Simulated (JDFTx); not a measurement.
# MnO (Fm-3m) in JDFTx: single point with PBEsol

Aim: the single point of MnO with PBEsol.

Program: JDFTx 1.7.0 (patched build). These are calculated values, not measurements. Logs are shortened: lines on timing, memory, paths and dates and some standing lists are left out, and cuts for length are marked. The log counts tension as positive stress, the text compression.

## 1. The structure

It takes space group Fm-3m (No. 225, cubic). Conventional cell: a = 4.448 Å, b = 4.448 Å, c = 4.448 Å, α = 90.00°, β = 90.00°, γ = 90.00°. Mn (site symmetry m-3m) has 6 O at 2.22 Å as nearest neighbours. O (site symmetry m-3m) has 6 Mn at 2.22 Å as nearest neighbours.

The cell is a database's computed one.

## 2. Single point, PBEsol, collinear spin, ferromagnetic start

File MnO.in:

```
lattice \
    0.0000000000     4.2025764847     4.2025764847 \
    4.2025764847     0.0000000000     4.2025764847 \
    4.2025764847     4.2025764847     0.0000000000
coords-type Cartesian
ion Mn     0.0000000000     0.0000000000     0.0000000000 1
ion O      4.2025764847     4.2025764847     4.2025764847 1

ion-species pseudo/Mn.upf
ion-species pseudo/O.upf
elec-cutoff 48 384
elec-ex-corr gga-PBEsol
kpoint-folding 10 10 10
elec-smearing Fermi 0.0018374661
elec-n-bands 19
spintype z-spin
initial-magnetic-moments Mn 4
elec-initial-magnetization 4 no
electronic-SCF nIterations 100 energyDiffThreshold 1e-09
electronic-minimize nIterations 30 energyDiffThreshold 1e-7
converge-empty-states yes
forces-output-coords Cartesian

dump-name run.$VAR
dump End Ecomponents EigStats BandEigs Kpoints Forces Stress ElecDensity
```

Potentials or basis: PseudoDojo-SR-PBEsol-0.4.1-standard with smoothed tails.

Run with:

```sh
$ jdftx -c 1 -i MnO.in -o MnO.out
```

Output:

```text
*************** JDFTx 1.7.0 (patched build) ***************

Input parsed successfully to the following command list (including defaults):

basis kpoint-dependent
converge-empty-states yes
coords-type Cartesian
core-overlap-check vector
coulomb-interaction Periodic
davidson-band-ratio 1.1
dump End Forces ElecDensity BandEigs EigStats Ecomponents Stress Kpoints
dump-name run.$VAR
elec-cutoff 48 384
elec-eigen-algo Davidson
elec-ex-corr gga-PBEsol
elec-initial-magnetization 4.000000 no
elec-n-bands 19 1
elec-smearing Fermi 0.00183747
electronic-minimize  \
	dirUpdateScheme      FletcherReeves \
	linminMethod         DirUpdateRecommended \
	nIterations          30 \
	history              15 \
	knormThreshold       0 \
	maxThreshold         no \
	energyDiffThreshold  1e-07 \
	nEnergyDiff          2 \
	convergeAll          no \
	alphaTstart          1 \
	alphaTmin            1e-10 \
	updateTestStepSize   yes \
	alphaTreduceFactor   0.1 \
	alphaTincreaseFactor 3 \
	nAlphaAdjustMax      3 \
	wolfeEnergy          0.0001 \
	wolfeGradient        0.9 \
	abortOnFailedStep    no \
	fdTest               no
electronic-scf  \
	nIterations	100 \
	energyDiffThreshold	1e-09 \
	residualThreshold	1e-07 \
	mixFraction	0.5 \
	qMetric	0.8 \
	history	10 \
	nEigSteps	2 \
	eigDiffThreshold	1e-08 \
	mixedVariable	Density \
	qKerker	0.8 \
	qKappa	-1 \
	verbose	no \
	mixFractionMag	1.5
exchange-regularization WignerSeitzTruncated
fluid None
fluid-ex-corr lda-TF lda-PZ
fluid-gummel-loop 10 1.000000e-05
fluid-minimize  \
	dirUpdateScheme      PolakRibiere \
	linminMethod         DirUpdateRecommended \
	nIterations          100 \
	history              15 \
	knormThreshold       0 \
	maxThreshold         no \
	energyDiffThreshold  0 \
	nEnergyDiff          2 \
	convergeAll          no \
	alphaTstart          1 \
	alphaTmin            1e-10 \
	updateTestStepSize   yes \
	alphaTreduceFactor   0.1 \
	alphaTincreaseFactor 3 \
	nAlphaAdjustMax      3 \
	wolfeEnergy          0.0001 \
	wolfeGradient        0.9 \
	abortOnFailedStep    no \
	fdTest               no
fluid-solvent H2O 55.338 ScalarEOS \
	epsBulk 78.4 \
	pMol 0.92466 \
	epsInf 1.77 \
	Pvap 1.06736e-10 \
	sigmaBulk 4.62e-05 \
	Rvdw 2.61727 \
	Res 1.42 \
	tauNuc 343133 \
	poleEl 15 7 1
forces-output-coords Cartesian
initial-magnetic-moments  \
	Mn 4
ion Mn   0.000000000000000   0.000000000000000   0.000000000000000 1
ion O   4.202576484700000   4.202576484700000   4.202576484700000 1
ion-species pseudo/Mn.upf
ion-species pseudo/O.upf
ion-width 0
ionic-minimize  \
	dirUpdateScheme      L-BFGS \
	linminMethod         DirUpdateRecommended \
	nIterations          0 \
	history              15 \
	knormThreshold       0.0001 \
	maxThreshold         no \
	energyDiffThreshold  1e-06 \
	nEnergyDiff          2 \
	convergeAll          no \
	alphaTstart          1 \
	alphaTmin            1e-10 \
	updateTestStepSize   yes \
	alphaTreduceFactor   0.1 \
	alphaTincreaseFactor 3 \
	nAlphaAdjustMax      3 \
	wolfeEnergy          0.0001 \
	wolfeGradient        0.9 \
	abortOnFailedStep    no \
	fdTest               no
kpoint   0.000000000000   0.000000000000   0.000000000000  1.00000000000000
kpoint-folding 10 10 10
latt-move-scale 1 1 1
latt-scale 1 1 1
lattice  \
	   0.000000000000000    4.202576484700000    4.202576484700000  \
	   4.202576484700000    0.000000000000000    4.202576484700000  \
	   4.202576484700000    4.202576484700000    0.000000000000000
lattice-minimize  \
	dirUpdateScheme      L-BFGS \
	linminMethod         DirUpdateRecommended \
	nIterations          0 \
	history              15 \
	knormThreshold       0 \
	maxThreshold         no \
	energyDiffThreshold  1e-06 \
	nEnergyDiff          2 \
	convergeAll          no \
	alphaTstart          1 \
	alphaTmin            1e-10 \
	updateTestStepSize   yes \
	alphaTreduceFactor   0.1 \
	alphaTincreaseFactor 3 \
	nAlphaAdjustMax      3 \
	wolfeEnergy          0.0001 \
	wolfeGradient        0.9 \
	abortOnFailedStep    no \
	fdTest               no
lcao-params -1 1e-06 0.00183747
pcm-variant GLSSA13
perturb-minimize  \
	nIterations            0 \
	algorithm              MINRES \
	residualTol            0.0001 \
	residualDiffThreshold  0.0001 \
	CGBypass               no \
	recomputeResidual      no
spintype z-spin
subspace-rotation-factor 1 yes
symmetries automatic
symmetry-threshold 0.0001

---------- Setting up symmetries ----------

Found 48 point-group symmetries of the bravais lattice
Found 48 space-group symmetries with basis
Applied RMS atom displacement 0 bohrs to make symmetries exact.

---------- Initializing the Grid ----------
R =
[            0      4.20258      4.20258  ]
[      4.20258            0      4.20258  ]
[      4.20258      4.20258            0  ]
unit cell volume = 148.449
G =
[   -0.74754    0.74754    0.74754  ]
[    0.74754   -0.74754    0.74754  ]
[    0.74754    0.74754   -0.74754  ]
Minimum fftbox size, Smin = [  56  56  56  ]
Chosen fftbox size, S = [  56  56  56  ]

---------- Initializing tighter grid for wavefunction operations ----------
R =
[            0      4.20258      4.20258  ]
[      4.20258            0      4.20258  ]
[      4.20258      4.20258            0  ]
unit cell volume = 148.449
G =
[   -0.74754    0.74754    0.74754  ]
[    0.74754   -0.74754    0.74754  ]
[    0.74754    0.74754   -0.74754  ]
Minimum fftbox size, Smin = [  40  40  40  ]
Chosen fftbox size, S = [  40  40  40  ]

---------- Exchange Correlation functional ----------
Initalized PBEsol GGA exchange.
Initalized PBEsol GGA correlation.

---------- Setting up pseudopotentials ----------
Width of ionic core gaussian charges (only for fluid interactions / plotting) set to 0

Reading pseudopotential file 'pseudo/Mn.upf':
  'Mn' pseudopotential, 'PBESOL' functional
  Generated using ONCVPSP code by D. R. Hamann
  15 valence electrons, 4 orbitals, 6 projectors, 1001 radial grid points, with lMax = 2
    3S    l: 0   occupation:  2.0   eigenvalue: -3.147368
    3P    l: 1   occupation:  6.0   eigenvalue: -2.002196
    3D    l: 2   occupation:  5.0   eigenvalue: -0.249683
    4S    l: 0   occupation:  2.0   eigenvalue: -0.188339
  Core radius for overlap checks: 1.55 bohrs.

Reading pseudopotential file 'pseudo/O.upf':
  'O' pseudopotential, 'PBESOL' functional
  Generated using ONCVPSP code by D. R. Hamann
  6 valence electrons, 2 orbitals, 5 projectors, 936 radial grid points, with lMax = 2
    2S    l: 0   occupation:  2.0   eigenvalue: -0.874950
    2P    l: 1   occupation:  4.0   eigenvalue: -0.329796
  Core radius for overlap checks: 1.39 bohrs.

Initialized 2 species with 2 total atoms.

Folded 1 k-points by 10x10x10 to 1000 k-points.

---------- Setting up k-points, bands, fillings ----------
Reduced to 47 k-points under symmetry.
Computing the number of bands and number of electrons
Calculating initial fillings.
nElectrons:  21.000000   nBands: 19   nStates: 94

----- Setting up reduced wavefunction bases (one per k-point) -----
average nbasis = 2358.583 , ideal nbasis = 2357.940

---------- Setting up ewald sum ----------
Optimum gaussian width for ewald sums = 1.908738 bohr.
Real space sum over 1331 unit cells with max indices [  5  5  5  ]
Reciprocal space sum over 2197 terms with max indices [  6  6  6  ]

---------- Allocating electronic variables ----------
Initializing wave functions:  linear combination of atomic orbitals
Note: number of bands (19) exceeds available atomic orbitals (14)
Mn (M=4) pseudo-atom majority spin occupations:   s ( 1 0.5 )  p ( 3 )  d ( 5 )
Mn (M=4) pseudo-atom minority spin occupations:   s ( 1 0 )  p ( 3 )  d ( 1.5 )
O pseudo-atom occupations:   s ( 2 )  p ( 4 )
	FillingsUpdate:  mu: +1.316587810  nElectrons: 21.000000  magneticMoment: [ Abs: 0.32789  Tot: +0.32789 ]
LCAOMinimize: Iter:   0  F: -107.8817286137241638  |grad|_K:  2.432e-02  alpha:  1.000e+00
	FillingsUpdate:  mu: +0.808787257  nElectrons: 21.000000  magneticMoment: [ Abs: 2.73060  Tot: +2.73060 ]
LCAOMinimize: Iter:   1  F: -119.0681529669825522  |grad|_K:  2.380e-02  alpha:  2.631e-01  linmin: -1.775e-01  cgtest:  2.072e-01
LCAOMinimize: 	Step increased F by 6.606299e-01, reducing alpha to 1.063334e-02.
[... 25 lines of inner loops ...]
LCAOMinimize: Iter:  11  F: -119.8187456159733841  |grad|_K:  1.117e-06  alpha:  3.596e-01  linmin: -2.805e-05  cgtest: -1.961e-02
	FillingsUpdate:  mu: +0.498645417  nElectrons: 21.000000  magneticMoment: [ Abs: 4.76949  Tot: +4.76949 ]
LCAOMinimize: Iter:  12  F: -119.8187456310685945  |grad|_K:  3.552e-07  alpha:  7.112e-01  linmin: -3.578e-03  cgtest:  2.997e-02
LCAOMinimize: Converged (|Delta F|<1.000000e-06 for 2 iters).

-------- Electronic minimization -----------
Will mix electronic density at each iteration.
	FillingsUpdate:  mu: +0.498645417  nElectrons: 21.000000  magneticMoment: [ Abs: 4.76949  Tot: +4.76949 ]
	FillingsUpdate:  mu: +0.495642289  nElectrons: 21.000000  magneticMoment: [ Abs: 4.76949  Tot: +4.76949 ]
SCF: Cycle:  0   F: -119.840080799092704   dF: -2.134e-02   |Residual|: 6.293e-02   |deigs|: 6.838e-02
	FillingsUpdate:  mu: +0.486350706  nElectrons: 21.000000  magneticMoment: [ Abs: 4.74353  Tot: +4.74335 ]
SCF: Cycle:  1   F: -119.842192781929398   dF: -2.112e-03   |Residual|: 2.436e-02   |deigs|: 1.001e-02
	FillingsUpdate:  mu: +0.484934582  nElectrons: 21.000000  magneticMoment: [ Abs: 4.79169  Tot: +4.79151 ]
SCF: Cycle:  2   F: -119.842447612915109   dF: -2.548e-04   |Residual|: 7.855e-03   |deigs|: 2.888e-03
	FillingsUpdate:  mu: +0.485301168  nElectrons: 21.000000  magneticMoment: [ Abs: 4.79953  Tot: +4.79940 ]
SCF: Cycle:  3   F: -119.842459441023209   dF: -1.183e-05   |Residual|: 3.265e-03   |deigs|: 9.463e-04
	FillingsUpdate:  mu: +0.485545542  nElectrons: 21.000000  magneticMoment: [ Abs: 4.80080  Tot: +4.80066 ]
SCF: Cycle:  4   F: -119.842463086310886   dF: -3.645e-06   |Residual|: 1.802e-03   |deigs|: 3.052e-04
	FillingsUpdate:  mu: +0.485729811  nElectrons: 21.000000  magneticMoment: [ Abs: 4.80054  Tot: +4.80040 ]
SCF: Cycle:  5   F: -119.842463386129594   dF: -2.998e-07   |Residual|: 4.067e-04   |deigs|: 1.756e-04
	FillingsUpdate:  mu: +0.485743451  nElectrons: 21.000000  magneticMoment: [ Abs: 4.80017  Tot: +4.80003 ]
SCF: Cycle:  6   F: -119.842463418890759   dF: -3.276e-08   |Residual|: 1.356e-04   |deigs|: 6.500e-05
	FillingsUpdate:  mu: +0.485748396  nElectrons: 21.000000  magneticMoment: [ Abs: 4.80005  Tot: +4.79991 ]
SCF: Cycle:  7   F: -119.842463423211868   dF: -4.321e-09   |Residual|: 5.921e-05   |deigs|: 5.259e-05
	FillingsUpdate:  mu: +0.485750306  nElectrons: 21.000000  magneticMoment: [ Abs: 4.80007  Tot: +4.79993 ]
SCF: Cycle:  8   F: -119.842463424760169   dF: -1.548e-09   |Residual|: 8.790e-06   |deigs|: 6.140e-05
	FillingsUpdate:  mu: +0.485749762  nElectrons: 21.000000  magneticMoment: [ Abs: 4.80009  Tot: +4.79995 ]
SCF: Cycle:  9   F: -119.842463424990143   dF: -2.300e-10   |Residual|: 4.179e-06   |deigs|: 6.472e-05
	FillingsUpdate:  mu: +0.485749184  nElectrons: 21.000000  magneticMoment: [ Abs: 4.80009  Tot: +4.79995 ]
SCF: Cycle: 10   F: -119.842463425060146   dF: -7.000e-11   |Residual|: 1.574e-06   |deigs|: 1.094e-04
SCF: Converged (|Delta E|<1.000000e-09 for 2 iters).

Setting wave functions to eigenvectors of Hamiltonian
Converging empty states (this may take a while): |deigs|: 1.192e-03

# Stress tensor in Cartesian coordinates [Eh/a0^3]:
[  0.000231547            0            0  ]
[            0  0.000231547            0  ]
[            0            0  0.000231547  ]

# Ionic positions in cartesian coordinates:
ion Mn   0.000000000000000   0.000000000000000   0.000000000000000 1
ion O   4.202576484700000   4.202576484700000   4.202576484700000 1

# Forces in Cartesian coordinates:
force Mn  -0.000000000000000   0.000000000000000  -0.000000000000000 1
force O   0.000000000000000  -0.000000000000000   0.000000000000000 1

# Energy components:
   Eewald =      -82.8539900277196750
       EH =       31.7611563663766390
     Eloc =     -101.3679512187764686
      Enl =      -10.2295897194219343
      Exc =      -22.3517134724470310
 Exc_core =        5.4350120472559027
       KE =       59.7648567302741753
-------------------------------------
     Etot =     -119.8422192944584026
       TS =        0.0002441306017443
-------------------------------------
        F =     -119.8424634250601457

IonicMinimize: Iter:   0  F: -119.842463425060146  |grad|_K:       -nan
IonicMinimize: None of the convergence criteria satisfied after 0 iterations.

#--- Lowdin population analysis ---
# oxidation-state Mn +1.148
# magnetic-moments Mn +4.518
# oxidation-state O -1.022
# magnetic-moments O +0.266

Dumping 'run.eigStats' ...
	eMin: -2.495519 at state 0 ( [ +0.000000 +0.000000 +0.000000 ] spin 1 )
	HOMO: +0.485105 at state 10 ( [ +0.000000 +0.100000 +0.500000 ] spin 1 )
	mu  : +0.485749
	LUMO: +0.485853 at state 4 ( [ +0.000000 +0.000000 +0.400000 ] spin 1 )
	eMax: +1.421326 at state 74 ( [ +0.000000 +0.400000 +0.400000 ] spin -1 )
	HOMO-LUMO gap: +0.000748
	Optical gap  : +0.021386 at state 11 ( [ +0.000000 +0.100000 -0.400000 ] spin 1 )
Done!
```

Wall time 4.6 min (1 thread of Intel Xeon Platinum 8259CL at 2.50GHz (Skylake/Cascade Lake), shared host); peak memory 0.22 GiB.

Results:

```yaml
Free_energy: -3261.0796 eV
Pressure: -6.8 GPa
Band_gap_on_the_k_mesh: none (metal or under the smearing width)
Net_moment: 4.80 μB per cell
Absolute_moment: 4.80 μB per cell
Site_moments: Mn +4.52; O +0.27 μB
Loewdin_charges: Mn +1.15; O -1.02 e
```

Levels at points of the mesh, in eV from the Fermi level:
Spin up:
```
           k point  band 10  band 11  band 12  band 13  band 14
(0.00, 0.00, 0.00)    -3.25    -3.25    -2.72    -2.72    -0.56
(0.00, 0.00, 0.50)    -2.34    -1.90     0.20     0.20     3.37
(0.00, 0.50, 0.50)    -2.29    -2.07    -2.07    -1.93     4.97
```
Spin down:
| k point | band 6 | band 7 | band 8 | band 9 | band 10 | band 11 |
| --- | --- | --- | --- | --- | --- | --- |
| (0.00, 0.00, 0.00) | -3.31 | -3.31 | -3.31 | 0.69 | 0.82 | 0.82 |
| (0.00, 0.00, 0.50) | -7.38 | -4.80 | -4.80 | 2.02 | 2.08 | 2.08 |
| (0.00, 0.50, 0.50) | -6.42 | -4.30 | -4.30 | -0.80 | 2.07 | 2.27 |

Caveat: the atomic charges don't sum to the cell's charge; a cell with one magnetic atom can't hold antiferromagnetic order, which such compounds often take; semilocal functionals often make such compounds metallic where correlation or magnetic order opens a gap, which also shifts bond lengths.
